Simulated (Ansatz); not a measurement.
Structure: a 6-atom cell of SiO₂ built on the rutile structure (relaxed group P4_2/mnm), at its r2SCAN minimum. Space group P4_2/mnm (No. 136), tetragonal; a = 4.185 Å, c = 2.669 Å in the conventional setting, 7.79 Å³ an atom. Around Si lie 6 O at 1.76–1.81 Å; around O lie 3 Si at 1.76–1.81 Å.

The questions ask for values computed with Ansatz 0.2.0 on this geometry. No spin polarisation and no zero-point or thermal motion.

**Question.** What gap does PBE give, and where are the band edges?

**Answer.** With PBE the gap is 5.56 eV and direct, at Γ.

**Question.** How does the gap change from PBE to r2SCAN (6×6×10)?

**Answer.** With r2SCAN the gap is 6.51 eV and direct, at Γ. The gap differs by +0.95 eV from PBE's.

**Question.** How does the gap change from PBE to HSE06 (4×4×6)?

**Answer.** With HSE06 the gap is 7.66 eV and direct, at Γ. The gap differs by +2.10 eV from PBE's.

**Question.** Estimate the gap with PBE0 on 4×4×6.

**Answer.** With PBE0 the gap is 8.43 eV and direct, at Γ. The gap differs by +2.87 eV from PBE's.

**Question.** What are ε∞ and the Born charges with r2SCAN?

**Answer.** The electronic dielectric tensor ε∞ is 3.20 along x and y, 3.37 along z. Born charges, averaged over directions: Si +3.92, O -1.96 e. The program notes that the ground state's band table doesn't vouch for all the bands that the response reads.

**Question.** Relaxed again with PBEsol, is the cell stable at the zone centre, and where do its optical modes lie?

**Answer.** The zone-centre optical frequencies run from 216 to 924 cm⁻¹, none imaginary (the rest of the zone wasn't tested). With the long-range field the highest mode reaches 1030 cm⁻¹.

**Question.** What do these levels agree on?

**Answer.** r2SCAN covers 45 % of the step from PBE to HSE06. Among these functionals the gap stays direct.

The meshes of the hybrids are coarse, so their gaps aren't converged to the digits shown.
